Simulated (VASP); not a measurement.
Write the native input for VASP 6.6.1 that does the following.

| Property | Result |
| --- | --- |
| Task | relaxation of cell and atoms |
| Functional | RPBE |
| Potentials or basis | VASP PAW PBE potentials, release 64 (Bi_d, Cs_sv, Ag, Br) |
| Cutoff | 600 eV |
| k mesh | 3 × 3 × 3 |
| Occupations | fermi-dirac, width 0.05 eV |
| Spin | no spin polarisation |
| Further INCAR settings | ALGO = Fast; EDIFF = 1e-06; IBRION = 2; EDIFFG = -0.005; NSW = 40; ISIF = 3 |

The structure of Cs2AgBiBr6 lies in POSCAR:

```
Cs2AgBiBr6
1.0
    0.0000000000      5.6161000000      5.6161000000
    5.6161000000      0.0000000000      5.6161000000
    5.6161000000      5.6161000000      0.0000000000
Bi Cs Ag Br
1 2 1 6
Direct
    0.0000000000      0.0000000000      0.0000000000
    0.7500000000      0.7500000000      0.7500000000
    0.2500000000      0.2500000000      0.2500000000
    0.5000000000      0.5000000000      0.5000000000
    0.7494500000      0.7494500000      0.2505500000
    0.2505500000      0.2505500000      0.7494500000
    0.7494500000      0.2505500000      0.2505500000
    0.7494500000      0.2505500000      0.7494500000
    0.2505500000      0.7494500000      0.7494500000
    0.2505500000      0.7494500000      0.2505500000
```

The input as run:

INCAR

```
SYSTEM = Cs2AgBiBr6
PREC = Accurate
ENCUT = 600
EDIFF = 1E-6
ISMEAR = -1
SIGMA = 0.05
LREAL = .False.
LASPH = .True.
NELM = 60
ALGO = Fast
ISIF = 3
LWAVE = .False.
LCHARG = .False.
GGA = RP
IBRION = 2
NSW = 40
EDIFFG = -0.005
```

KPOINTS

```
Automatic mesh
0
Gamma
  3 3 3
  0 0 0
```

Potentials or basis: VASP PAW PBE potentials, release 64 (Bi_d, Cs_sv, Ag, Br).

Launch:

```console
$ cat potpaw_PBE.64/Bi_d/POTCAR potpaw_PBE.64/Cs_sv/POTCAR potpaw_PBE.64/Ag/POTCAR potpaw_PBE.64/Br/POTCAR > POTCAR
$ mpirun -np 1 vasp_std > vasp.out
```

Results of the run:

| Quantity | Value |
| --- | --- |
| Relaxed volume | 41.06 Å³/atom |
| Relaxed cell | a = 8.343 Å, b = 8.343 Å, c = 8.343 Å, α = 60.00°, β = 60.00°, γ = 60.00° |
| Space group after relaxing (to 0.05 Å) | Fm-3m (No. 225) |
| Energy gained by relaxing | 51.1 meV/atom |
| Ionic steps | 13 |
| Pressure after relaxing | 0.0 GPa |
| Largest force after relaxing | 0.005 eV/Å |
| Band gap on the k mesh | 2.06 eV, indirect (least direct gap 2.54 eV) |

Caveat: the volume moved by over 15 % at a fixed basis, so the end points are rough; the PAW data sets were made with another functional, which shifts forces and pressure a little; spin-orbit coupling is left out, which as a rule narrows the gap of such compounds by several tenths of an eV; an odd mesh through Γ misses points on the zone boundary, where band edges often lie.

Wall time 24 min on 1 thread of Intel(R) Xeon(R) 6975P-C (Granite Rapids) (shared host), peak memory 0.68 GiB.
